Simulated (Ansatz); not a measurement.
# Polarity and tunnelling in MgB2/SiC/Mg, part 3 of 6

Both polarities of the barrier in MgB2/SiC/Mg, relaxed and compared. The lower electrode is MgB2 AlB2(0001), the upper one Mg hcp(0001); the barrier is SiC wurtzite(0001) (whole bilayers). In the first transport cell, after relaxation, the nearest pair of electrode and barrier is B–Si at 2.77 Å, along the normal, too long for a bond, at the lower face and Mg–Si at 2.92 Å, at a slant, at the upper one. A gap without bonds adds to the barrier. All share a net of side 3.07 Å, which strains the lower electrode by +0.0 %, the upper one by -3.8 % and the barrier by -0.7 %, against typed lattice constants near PBE's. The first steps treat the bulk electrodes alone.

Ansatz 0.2.0; PBE DFT, plane waves, PAW files (the session's first sound run).

So far. Step 4 (Relaxation, box 40.5 Å, polarity C face on the lower …): The largest force component on a free atom ends at 0.023 eV/Å. At one or more of this run's solves the program warned of density in the dipole ramp over its bound, where dipole, forces and levels can be off.

**5. The open system: T(E), polarity C face on the lower electrode, gap between the electrodes 12.75 Å**

This step: PBE DFT, plane waves, PAW files; ballistic transmission by layer matching between semi-infinite leads (Ansatz 0.2.0).

System of this step: MgB2/SiC/Mg. The cell holds 36 atoms: 12 B, 16 Mg, 4 C and 4 Si. Its edges and angles: a = 3.070 Å, b = 3.070 Å, c = 70.615 Å, α = 90.0°, β = 90.0°, γ = 120.0°. Regions: left electrode, 17 atoms (12 B and 5 Mg); barrier, 8 atoms (4 C and 4 Si); right electrode, 11 atoms (11 Mg). Vacuum lies along c.

The relaxed core is set between ideal electrode layers (this cell holds 8 atomic planes between the electrodes; where that differs from the relaxed slab, whole periods were copied in or cut out without a new relaxation), which the solver continues as semi-infinite leads. A wide energy window on a coarse mesh (12×12) shows where the Fermi level lies against the barrier's bands; the projected density of states shows how far the metals' states reach in.

input.yaml reads:

```yaml
crystal:
  lattice:
    - [3.07, 0.0, 0.0]
    - [-1.535, 2.6586979896, 0.0]
    - [0.0, 0.0, 70.6151708139]
  atoms:
    - { symbol: B, position: [0.33333333, 0.66666667, 0.0991288404] }
    - { symbol: B, position: [0.66666667, 0.33333333, 0.0991288404] }
    - { symbol: Mg, position: [0.0, 0.0, 0.1240677003] }
    - { symbol: B, position: [0.33333333, 0.66666667, 0.1490065602] }
    - { symbol: B, position: [0.66666667, 0.33333333, 0.1490065602] }
    - { symbol: Mg, position: [0.0, 0.0, 0.17394542] }
    - { symbol: B, position: [0.33333333, 0.66666667, 0.1988842799] }
    - { symbol: B, position: [0.66666667, 0.33333333, 0.1988842799] }
    - { symbol: Mg, position: [0.0, 0.0, 0.2238231397] }
    - { symbol: B, position: [0.33333333, 0.66666667, 0.2487619996] }
    - { symbol: B, position: [0.66666667, 0.33333333, 0.2487619996] }
    - { symbol: Mg, position: [0.0, 0.0, 0.2737008595] }
    - { symbol: B, position: [0.33333333, 0.66666667, 0.2986397193] }
    - { symbol: B, position: [0.66666667, 0.33333333, 0.2986397193] }
    - { symbol: Mg, position: [0.0, 0.0, 0.3235785792] }
    - { symbol: B, position: [0.33333333, 0.66666667, 0.347443111] }
    - { symbol: B, position: [0.66666667, 0.33333333, 0.3475733238] }
    - { symbol: C, position: [0.0, 0.0, 0.3803856363] }
    - { symbol: Si, position: [0.33333333, 0.66666667, 0.3866556294] }
    - { symbol: C, position: [0.33333333, 0.66666667, 0.414524249] }
    - { symbol: Si, position: [0.0, 0.0, 0.4229020753] }
    - { symbol: C, position: [0.0, 0.0, 0.4503203588] }
    - { symbol: Si, position: [0.33333333, 0.66666667, 0.4589044264] }
    - { symbol: C, position: [0.33333333, 0.66666667, 0.4863114185] }
    - { symbol: Si, position: [0.0, 0.0, 0.4953056043] }
    - { symbol: Mg, position: [0.33333333, 0.66666667, 0.5281017662] }
    - { symbol: Mg, position: [0.0, 0.0, 0.5653625293] }
    - { symbol: Mg, position: [0.33333333, 0.66666667, 0.602641266] }
    - { symbol: Mg, position: [0.0, 0.0, 0.6399200027] }
    - { symbol: Mg, position: [0.33333333, 0.66666667, 0.6771987394] }
    - { symbol: Mg, position: [0.0, 0.0, 0.7144774761] }
    - { symbol: Mg, position: [0.33333333, 0.66666667, 0.7517562128] }
    - { symbol: Mg, position: [0.0, 0.0, 0.7890349495] }
    - { symbol: Mg, position: [0.33333333, 0.66666667, 0.8263136862] }
    - { symbol: Mg, position: [0.0, 0.0, 0.8635924229] }
    - { symbol: Mg, position: [0.33333333, 0.66666667, 0.9008711596] }
kpoints:
  mp_grid: { grid: [12, 12, 1] }
scf:
  occupations: { method: fermi_dirac, width: 0.1 }
  max_iter: 150
hamiltonian:
  xc: pbe
output:
  transmission:
    kmesh: [12, 12]
    e_range: [-4, 2]
    de: 0.1
    leads: [[6, 9], [30, 32]]
  dos: { projected: true, e_range: [-6, 5], de: 0.05 }
  write_potential: true
  write_density: true
  volumetric_format: npy
  elf: true
```

Launch:

```bash
> ansatz run input.yaml --threads 4 --pin off --max-ram 10240MiB --backend cpu --events-out ev --progress --plain --runs-dir out
```

Numbers of over 12 decimals in the logs are rounded to 6 here.

The program printed:

```text
[...]
Crystal: 36 atoms, lattice volume = 576.375 Å³
Basis set: ecut = 420 eV, 11179 PW (Γ)
Bands: 150, of which v1, the nominal top of the filled ones, is band 114 counted from 1 (113 counted from 0)
Symmetry: 6 space group operations
[...]
k-points: 19 of 144 (time reversal used)
[...]
SCF iter   1: F=—  HF=-36198.187882 eV  |F-HF|=—  |Δ(HF+E_count)|=         —  Δρ=1.18e-2  dr2=4.55e2  ethr=1.77e-3  ⟨swp⟩=10.3  Hψ=15829  notcnv=0  defer=220
[...]
SCF iter  10: F=-36196.890485 eV  HF=-36196.890485 eV  |F-HF|=3.64e-9  |Δ(HF+E_count)|=   4.53e-9  Δρ=4.87e-7  dr2=5.71e-9  ethr=4.39e-11  ⟨swp⟩=18.8  Hψ=12819  notcnv=0
SCF 1 converged in 10 iterations: F = -36196.890485 eV  dr2 = 5.71e-9
[...]
transmission: 120 of 1178 steps passed
transmission: 238 of 1178 steps passed
[...]
transmission: 1178 of 1178 steps passed
WARN: The output density's exchange-correlation potential varies sharply where the density is thin. Do not read a vacuum level from v_tot or v_xc, or from such a field of the output density. On a cell that repeats whose density bears no net charge and no dipole along the vacuum's axis use v_es (v_loc + v_h of the components); under efield.dipole_correction with no amplitude use v_es + v_field, which holds any externa [...]
SCF converged after 10 iterations
Free energy (F): -36196.890485 eV
[...]
Internal energy: -36196.557526 eV  (E = F + TS)
E sigma→0 (E₀):  -36196.724006 eV
Entropy (-TS):   -0.332958 eV (-9.249 meV/atom)
Fermi energy:    5.784324 eV
[...]
--- Band table (eV; the first three rows and the last of 19) ---
  k-point 0: bands = [... 110 lower, 6.3686, 6.3686, 6.5061, 6.5061, 6.5892, 6.5892, 6.9066, 7.0916, ... 32 higher]
  k-point 1: bands = [... 110 lower, 6.0188, 6.0617, 6.0775, 6.2118, 6.2622, 6.3331, 6.5571, 6.8293, ... 32 higher]
  k-point 2: bands = [... 110 lower, 5.3250, 5.4367, 5.5155, 5.5630, 5.7634, 6.2382, 6.2666, 6.4276, ... 32 higher]
  k-point 18: bands = [... 110 lower, 5.5718, 5.6167, 5.7123, 5.7503, 5.7923, 5.8897, 6.0059, 6.0485, ... 32 higher]
--- Transmission ---
  basis      : 73 plane waves across, 62 finite elements along
  points     : 19, standing for a mesh of 12 x 12
  energies   : 61 from -4.000000 to 2.000000 eV about the Fermi level, 0.100000 eV apart; the leads are filled to 0.000000 eV, and channels, transmission and decay are at 0.000000 eV
  crystal 0  : Mg1B2, at the sites [6, 9], period 3.5221 Å, over 17.61 Å; its Hamiltonian steps by up to 89.5 meV: too much for a lead, lay more layers or, if its atoms are ordered, name the step of that order
    offset         : up to 0.0000 Å between an atom of the period and one for which it stands
    channels       : 8.194444e-1 a spin
    conductance    : none, the energies end too early or step too widely for 300 K: set another output.transmission.e_range or a lower de, or, where they end at an eighth of basis.ecutwfc, a higher one
    slowest decay  : 0.1517 /Å at (0.3333, 0.0833)
  crystal 1  : Mg2, at the sites [30, 32], period 5.2649 Å, over 28.96 Å; its Hamiltonian steps by up to 14.9 meV
[...]
channels       : 1.048611e0 a spin
[...]
slowest decay  : 0.0147 /Å at (0.2500, 0.0833)
  junction   : crystal 0 to crystal 1, 15.50 to 45.81 Å
    transmission   : 8.615593e-3 a spin
[...]
```

The job ended after 1.8 min (4 threads of Arm Neoverse V2, shared host; peak memory 3 GiB).

This step gave:

```
free energy                                         : -36196.8905 eV
Fermi energy                                        : 5.784 eV
level to which the leads are filled                 : 0 eV from the Fermi level
transmission at the Fermi level (a spin, zone mean) : 0.008616
channels of the lower lead                          : 0.8194
channels of the upper lead                          : 1.049
potential step in the lower lead                    : 89.5 meV
potential step in the upper lead                    : 14.9 meV
```

One spin. The transmission, zone mean by energy, zero at the Fermi level:

```csv
energy (eV),"transmission, zone mean"
-4.00,0.323
-3.80,0.353
-3.60,0.362
-3.40,0.432
-3.20,0.363
-3.10,0.416
-3.00,0.381
-2.90,0.429
-2.80,0.340
-2.60,0.285
-2.30,0.114
-2.10,0.0785
-1.90,0.0559
-1.70,0.0377
-1.50,0.0558
-1.30,0.0827
-1.20,0.101
-1.10,0.0871
-0.90,0.0406
-0.70,0.0278
-0.50,0.00642
-0.30,0.00206
-0.10,0.00292
0.00,0.00862
0.10,0.00628
0.30,0.0483
0.60,0.0383
0.80,0.00765
1.00,0.0536
1.20,0.0118
1.40,0.00926
1.60,0.0112
1.80,0.0133
2.00,0.00875
```

One spin. Table of open channels, zone mean by energy, zero at the Fermi level:

| energy (eV) | lower lead | upper lead |
| --- | --- | --- |
| -4.00 | 0.757 | 0.590 |
| -3.80 | 0.882 | 0.590 |
| -3.60 | 1.05 | 0.590 |
| -3.40 | 1.03 | 0.632 |
| -3.20 | 1.03 | 0.674 |
| -3.00 | 1.07 | 0.757 |
| -2.80 | 0.979 | 0.757 |
| -2.60 | 1.02 | 0.840 |
| -2.30 | 0.979 | 0.840 |
| -2.10 | 1 | 0.840 |
| -1.90 | 0.736 | 0.875 |
| -1.70 | 0.840 | 0.924 |
| -1.50 | 0.799 | 1.01 |
| -1.30 | 0.674 | 0.965 |
| -1.10 | 0.903 | 1.05 |
| -0.90 | 0.903 | 1.01 |
| -0.70 | 0.778 | 0.882 |
| -0.50 | 0.653 | 0.799 |
| -0.30 | 0.861 | 0.882 |
| -0.10 | 0.778 | 0.840 |
| 0.00 | 0.819 | 1.05 |
| 0.10 | 0.694 | 0.965 |
| 0.30 | 0.590 | 1.01 |
| 0.60 | 0.646 | 0.854 |
| 0.80 | 0.590 | 1.27 |
| 1.00 | 0.507 | 1.35 |
| 1.20 | 0.590 | 1.31 |
| 1.40 | 0.632 | 1.19 |
| 1.60 | 0.632 | 1.19 |
| 1.80 | 0.681 | 1.19 |
| 2.00 | 0.694 | 1.30 |

Transmission over k1 and k2. At 0.0000 eV from the Fermi level.

Values, 12 rows by 12 columns:
```
0.0748 0.0000 0.0000 0.0000 0.0000 0.0000 0.0000 0.0748 0.0000 0.0021 0.0021 0.0000
0.0050 0.0000 0.0000 0.0000 0.0000 0.0000 0.0000 0.0000 0.0050 0.0021 0.0078 0.0021
0.0015 0.0000 0.0000 0.0000 0.0000 0.0000 0.0000 0.0000 0.0000 0.0015 0.0021 0.0021
0.0050 0.0000 0.0000 0.0000 0.0000 0.0000 0.0000 0.0000 0.0000 0.0000 0.0050 0.0000
0.0748 0.0000 0.0000 0.0000 0.0000 0.0003 0.0003 0.0000 0.0000 0.0000 0.0000 0.0748
0.0770 0.0000 0.0000 0.0000 0.0000 0.0003 0.0000 0.0003 0.0000 0.0000 0.0000 0.0000
0.0748 0.0748 0.0000 0.0000 0.0000 0.0000 0.0003 0.0003 0.0000 0.0000 0.0000 0.0000
0.0050 0.0000 0.0050 0.0000 0.0000 0.0000 0.0000 0.0000 0.0000 0.0000 0.0000 0.0000
0.0015 0.0021 0.0021 0.0015 0.0000 0.0000 0.0000 0.0000 0.0000 0.0000 0.0000 0.0000
0.0050 0.0021 0.0078 0.0021 0.0050 0.0000 0.0000 0.0000 0.0000 0.0000 0.0000 0.0000
0.0748 0.0000 0.0021 0.0021 0.0000 0.0748 0.0000 0.0000 0.0000 0.0000 0.0000 0.0000
0.0770 0.0748 0.0050 0.0015 0.0050 0.0748 0.0770 0.0748 0.0050 0.0015 0.0050 0.0748
```
Columns: k1 (b1) from -0.5 to 0.417; rows upwards: k2 (b2) from -0.5 to 0.417.

Open channels of the lower lead over k1 and k2. At 0.0000 eV from the Fermi level.

Ten even steps from '0' (0.00) to '9' (2.00):
```
950000599999
900000009999
900000000999
900000000099
900005500009
950005050005
990000550000
999000000000
999900000000
999990000000
999999500005
999999999999
```
Columns: k1 (b1) from -0.5 to 0.417; rows upwards: k2 (b2) from -0.5 to 0.417.

Open channels of the upper lead over k1 and k2. At 0.0000 eV from the Fermi level.

Ten even steps from '_' (0.00) to '@' (3.00):
```
**__--------__**__****__
------__--__------**@@**
----__--------__----****
----------------------__
**--__------------__--**
**__------------------__
****--__------------__--
--__--------------------
--****----__--------__--
--**@@**------__--__----
**__****__**__--------__
****------******------**
```
Columns: k1 (b1) from -0.5 to 0.417; rows upwards: k2 (b2) from -0.5 to 0.417.

Projected DOS an atom over height of the atomic layer and energy from the Fermi level. Layers: B2 Mg B2 Mg B2 Mg B2 Mg B2 Mg B2 SiC C Si C Si C Si Mg Mg Mg Mg Mg Mg Mg Mg Mg Mg Mg; projections on atoms miss part of the total, and the computed bands can run out at the top of the range; a column is the mean of 2 neighbouring layers, the last of those left over.

Ten even steps from '0' (0.01 states/eV) to '9' (0.58 states/eV), each cell a mean:
```
222223555000000
222213554100000
211212444000000
211112444101001
112112143111111
001101013111111
001101002111111
111010002111112
311124102212222
321228102322212
433323001221111
433325002112223
533338423233334
444448545244444
455556768344445
344446888444455
233347988344444
333447999444444
233335788344434
232335657333333
233235556343332
222224466222221
```
Columns: height of the atomic layer (Å) from 7.88 to 63.6 (not evenly spaced); rows upwards: energy from the Fermi level (eV) from -6 to 5.

Valence density in the ca plane at fractional y = 0.667, with atoms of B and Si and C and Mg within 0.2 Å of it. It is the smooth field of the valence electrons, not physical close to the nuclei.

Values in e/Å³, 5 rows by 16 columns, each cell a mean:
```
0.3 0.2 0.2 0.4 0.2 0.2 0.3 0.3 0.2 0.5 0.2 0.2 0.3 0.2 0.5 0.2
0.4 0.2 0.2 0.5 0.3 0.1 0.4 0.4 0.2 0.5 0.3 0.4 0.4 0.2 0.5 0.3
0.6 0.2 0.2 0.6 0.3 0.1 0.5 0.5 0.2 0.3 0.4 1.2 0.8 0.2 0.3 0.4
0.5 0.2 0.2 0.6 0.4 0.1 0.4 0.5 0.2 0.2 0.4 1.4 0.9 0.1 0.2 0.4
0.5 0.2 0.2 0.6 0.3 0.1 0.4 0.4 0.2 0.5 0.3 0.6 0.5 0.2 0.5 0.3
```
Columns run along c (16.0 Å, from fractional 0.25 to 0.48 of the cell), rows up along a (3.1 Å). Atoms in or near the plane, at fractional coordinates: B at (0.30, 0.33), B at (0.35, 0.33), Si at (0.39, 0.33), C at (0.41, 0.33), Si at (0.46, 0.33).

Electrostatic potential energy in the ca plane at fractional y = 0.667, with atoms of B and Si and C and Mg within 0.2 Å of it. With pseudopotentials it is smooth inside the atoms' cores, unlike the true potential.

Ten even steps from '0' (-41 eV) to '9' (11 eV), each cell a mean:
```
99999999999999999998888777888888877888888887
99999999999999999988888777888888877888888887
99999999999999999988888888888888888888888888
99999999999999999865688888885578888887557888
99999999999999999710168999860027999984004899
99999999999999999710068999850027899984004899
99999999999999999863588888874368888887447888
99999999999999999988888888888888888888888888
```
Columns run along c (16.0 Å, from fractional 0.00 to 0.23 of the cell; values clipped at the 3rd and 97th percentile), rows up along a (3.1 Å). Atoms in or near the plane, at fractional coordinates: B at (0.10, 0.33), B at (0.15, 0.33), B at (0.20, 0.33).

ELF in the ca plane at fractional y = 0.667, with atoms of B and Si and C and Mg within 0.2 Å of it. It is the smooth field of the valence electrons, not physical close to the nuclei.

Values, 5 rows by 16 columns, each cell a mean:
```
0.00 0.00 0.00 0.00 0.01 0.14 0.53 0.59 0.13 0.23 0.59 0.39 0.06 0.48 0.58 0.16
0.00 0.00 0.00 0.00 0.01 0.18 0.65 0.71 0.21 0.33 0.72 0.51 0.11 0.60 0.70 0.24
0.00 0.00 0.00 0.00 0.02 0.23 0.52 0.49 0.36 0.46 0.44 0.55 0.28 0.55 0.47 0.39
0.00 0.00 0.00 0.00 0.02 0.23 0.38 0.30 0.36 0.45 0.22 0.49 0.30 0.45 0.29 0.40
0.00 0.00 0.00 0.00 0.01 0.21 0.69 0.73 0.27 0.40 0.73 0.57 0.17 0.64 0.72 0.31
```
Columns run along c (16.0 Å, from fractional 0.00 to 0.23 of the cell), rows up along a (3.1 Å). Atoms in or near the plane, at fractional coordinates: B at (0.10, 0.33), B at (0.15, 0.33), B at (0.20, 0.33).

At the Fermi level the transmission is 0.0086, as a zone mean for one spin on this coarse mesh. At the Fermi level the layers of this cell's barrier hold from 0.013 to 0.18 states an eV and atom. In the worse lead the potential repeats within 90 meV, which the program flags as too much for a lead, so G carries that doubt.

(Part 3 of 6 ends here.)

[Logs are printed without paths, hosts, clocks, repeated set-up lines and the standing remarks that a program may print on its own settings, such as how far it seeks lower states.]

[Hosts, paths, dates, database ids (printed as entryN), source tags and the programs' standing remarks are cut or masked in the printed files.]
